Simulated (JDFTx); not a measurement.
Crystal: Pt.

```
CELL_PARAMETERS angstrom
0.00000 1.96090 1.96090
1.96090 0.00000 1.96090
1.96090 1.96090 0.00000
ATOMIC_POSITIONS crystal
Pt 0.00000 0.00000 0.00000
```

| Item | Value |
| --- | --- |
| Program | JDFTx 1.7.0 (patched build) |
| Task | relaxation of cell and atoms |
| Functional | PBE |
| Potentials or basis | SG15-PBE-1.2 with smoothed tails |
| Cutoff | 1088 eV |
| Density cutoff | 4354 eV |
| k mesh | 10 × 10 × 10 |
| Occupations | fermi-dirac, width 0.05 eV |
| Spin | no spin polarisation |

At the start: pressure 11.1 GPa; volume 15.08 Å³/atom.

Where does the relaxation end?

Over 6 steps the energy falls by 20.7 meV/atom and the volume is 15.70 Å³/atom (+4.1 %); space group Fm-3m (No. 225, to 0.05 Å).

Step by step:
```tsv
step	energy change (eV)	largest force (eV/Å)	pressure (GPa)	volume (Å³)
1	0.0000	0.0000	11.12	15.08
2	-0.0052	0.0000	9.54	15.16
3	-0.0206	0.0000	0.93	15.64
4	-0.0207	0.0000	0.13	15.70
5	-0.0207	0.0000	0.01	15.70
6	-0.0207	0.0000	0.00	15.70
```

Final structure:
```yaml
crystal:
  lattice:
    - [0.00000, 1.98758, 1.98758]
    - [1.98758, 0.00000, 1.98758]
    - [1.98758, 1.98758, 0.00000]
  atoms:
    - { symbol: Pt, position: [0.00000, 0.00000, 0.00000] }
```
